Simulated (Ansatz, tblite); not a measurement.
## A script for MgO (GFN1-xTB)

These are simulated results from tblite 0.8.0, not measurements. The cell was built from a prototype and was relaxed with r2SCAN in plane waves (Ansatz 0.2.0). Not every such cell is a known phase. All runs are without spin polarisation.

The symmetry is Pm-3m (No. 221, cubic); a = 2.623 Å in the conventional setting, 9.03 Å³ an atom. Mg has 8 O at 2.27 Å; O has 8 Mg at 2.27 Å.

tblite solves periodic systems at the zone centre alone, so the script builds a cluster of 4×4×4 conventional cells (128 atoms), which folds in a coarse mesh of k points.

run.py reads:

```python
import json
from ase import Atoms
from ase.build import make_supercell
from ase.units import Bohr, GPa, Hartree
from tblite.interface import Calculator

atoms = Atoms(['Mg', 'O'],
              cell=[[2.623349, 0.0, -0.0], [0.0, 2.623349, 0.0], [-0.0, 0.0, 2.623349]],
              scaled_positions=[[-0.0, 0.0, 0.0], [0.5, 0.5, 0.5]],
              pbc=True)
cluster = make_supercell(atoms, [[4, 0, 0], [0, 4, 0], [0, 0, 4]])
calc = Calculator('GFN1-xTB', cluster.numbers, cluster.positions / Bohr, lattice=cluster.cell[:] / Bohr, periodic=cluster.pbc)
calc.set('temperature', 0.02 / Hartree)
calc.set('max-iter', 150)
res = calc.singlepoint()
levels = res.get('orbital-energies') * Hartree
nv = round(res.get('orbital-occupations').sum() / 2)
cells = len(cluster) // len(atoms)
out = {'energy_per_cell': res.get('energy') * Hartree / cells, 'homo': levels[nv - 1], 'lumo': levels[nv],
       'stress': (-res.get('virial') * Hartree / cluster.get_volume() / GPa).tolist(), 'charges': res.get('charges')[:len(atoms)].tolist(), 'electrons': 2 * nv / cells}
json.dump(out, open('results.json', 'w'))
for key, value in out.items():
    print(key, value)
```

Command: `python run.py`. It took 7.3 s on 1 thread of Arm Neoverse V2 (shared host), peak memory 0.13 GiB.

The log:

```
------------------------------------------------------------
  cycle        total energy    energy error   density error
------------------------------------------------------------
      1     -318.6020465898  -3.1839827E+02   1.4185275E+00
      2     -346.1350382377  -2.7532992E+01   4.5618862E-01
      3     -346.2978604127  -1.6282218E-01   1.6142570E-01
      4     -345.8497595758   4.4810084E-01   1.5831251E-01
      5     -346.4979591610  -6.4819959E-01   2.6629194E-02
      6     -346.4996634970  -1.7043360E-03   2.9817343E-02
      7     -346.5245557659  -2.4892269E-02   3.1445787E-03
      8     -346.5247933289  -2.3756298E-04   7.1690097E-04
      9     -346.5247634475   2.9881420E-05   6.1862969E-04
     10     -346.5248179327  -5.4485250E-05   2.5092357E-04
     11     -346.5248196498  -1.7171120E-06   2.2280427E-04
     12     -346.5248202663  -6.1644204E-07   1.6433124E-04
     13     -346.5248209830  -7.1667250E-07   2.9288732E-05
     14     -346.5248210046  -2.1640858E-08   1.1387629E-05
------------------------------------------------------------

 total:                                   6.679 sec
energy_per_cell -147.33469799032767
homo -14.834862949585684
lumo -14.83486294958487
stress [[26.567040121172226, -7.287158804689074e-06, -7.2871589562148474e-06], [-7.287158804643492e-06, 26.567040121160446, -7.287156441709503e-06], [-7.287158956207194e-06, -7.287156441748143e-06, 26.567040121166936]]
charges [0.7482818811495499, -0.7482911018905978]
electrons 8.0
```

The cycle table is in hartree for the whole cluster, and the lines after it are in eV (the energy for one cell). The printed stress is in GPa and positive in compression, and the pressure is its mean diagonal.

GFN1-xTB gives no gap at the points read. On the same cell, plane-wave PBE (Ansatz, 10×10×10 k points and the special points) gives a gap of 2.64 eV and r2SCAN a gap of 3.49 eV; on shared hosts these took about 1 and 2 core-seconds on the 2-atom cell, against 7.3 for the script. Semilocal gaps usually lie below measured ones. This method closes a gap that PBE finds, a failure in kind.

The same script was run on cells scaled at fixed shape and fractional coordinates:

```
volume (Å³/atom)  energy (meV/atom)  pressure (GPa, positive in compression)  gap (eV)
            7.94              287.3                                    62.37      0.00
            8.49              113.7                                    41.53      0.00
            9.03                0.0                                    26.57      0.00
            9.57              -70.7                                    15.66      0.00
           10.11             -109.4                                     7.63      0.00
```

The minimum lies beyond the largest of these volumes.

xTB was fitted mostly to molecules, and a small cluster samples few k points, so gaps, pressures and kinks along a curve can be far from a solid's.
